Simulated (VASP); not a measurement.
Set up this calculation in VASP 6.6.1, as the native input.

| Property | Result |
| --- | --- |
| Task | single point |
| Functional | PBE |
| Potentials or basis | VASP PAW PBE potentials, release 64 (Al, H) |
| Cutoff | 520 eV |
| k mesh | 6 × 6 × 1 |
| Occupations | gaussian, width 0.1 eV |
| Spin | no spin polarisation |
| Dipole correction | yes |
| Further INCAR settings | ALGO = Fast; EDIFF = 1e-06; NBANDS = 32 |

The structure of Al6H lies in POSCAR:

```
Al6H
1.0
    5.7143028096      0.0000000000      0.0000000000
   -2.8571514048      4.9487313980      0.0000000000
    0.0000000000      0.0000000000     22.6016424997
Al H
12 2
Direct
    0.3333333333      0.1666666667      0.1769782882
    0.3333333333      0.6666666667      0.1769782882
    0.8333333333      0.1666666667      0.1769782882
    0.8333333333      0.6666666667      0.1769782882
    0.1666666667      0.3333333333      0.2787817902
    0.1666666667      0.8333333333      0.2787817902
    0.6666666667      0.3333333333      0.2787817902
    0.6666666667      0.8333333333      0.2787817902
    0.0000000000      0.0000000000      0.3805759913
    0.0000000000      0.5000000000      0.3805759913
    0.5000000000      0.0000000000      0.3805759913
    0.5000000000      0.5000000000      0.3805759913
    0.2529210739      0.1666666667      0.4956118786
    0.4137455928      0.1666666667      0.4956118786
```

The input as run:

INCAR

```
  PREC = Accurate
  ENCUT = 520
  EDIFF = 1E-6
  ISMEAR = 0
  SIGMA = 0.1
  LREAL = F
  LASPH = T
  NELM = 60
  ALGO = Fast
  ISIF = 2
  LWAVE = F
  LCHARG = T
  LDIPOL = T
  IDIPOL = 3
  DIPOL = 0.5 0.5 0.310
  GGA = PE
  LELF = T
  LVHAR = T
  LVACPOTAV = T
  NBANDS = 32
```

KPOINTS

```
Automatic mesh
0
Gamma
  6 6 1
```

Potentials or basis: VASP PAW PBE potentials, release 64 (Al, H).

Command:

```bash
$ cat potpaw_PBE.64/Al/POTCAR potpaw_PBE.64/H/POTCAR > POTCAR
$ mpirun -np 1 vasp_std > vasp.out
```

It gave:

- Largest force: 3.306 eV/Å
- Band gap on the k mesh: none (metal or under the smearing width)
- Work function of the upper face: 3.95 eV
- Work function of the lower face: 3.96 eV

Wall time 5.5 min on 1 thread of Intel(R) Xeon(R) 6975P-C (Granite Rapids) (shared host), peak memory 0.71 GiB.
